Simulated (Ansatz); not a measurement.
**Moving the functional in Au**

```
Au
1.0
     0.00000    2.03500    2.03500
     2.03500    0.00000    2.03500
     2.03500    2.03500    0.00000
Au
1
Direct
  0.00000 0.00000 0.00000
```

Kept alike: task band structure; k mesh 11 × 11 × 11; occupations fermi-dirac, width 0.05 eV; no spin polarisation. Program: Ansatz, all-electron LAPW, scalar-relativistic. The mesh is that of the run's cell of 1 atom. No spin-orbit coupling.

| run | pressure (GPa) |
| --- | --- |
| A | 10.77 |
| B | 1.66 |
| C | -3.08 |

Pressure is positive in compression. For a metal such a mesh leaves the last digits unconverged.

Question: The runs differ in the functional alone: LDA; PBE; PBEsol. Which run is which?

Answer: Run A is PBE; run B is PBEsol; run C is LDA. The pressure runs from -3.08 (LDA) to 10.77 GPa (PBE). From PBE: LDA -13.85; PBEsol -9.11. A positive pressure means that the functional's own cell is larger than the one given, a negative one that it is smaller.
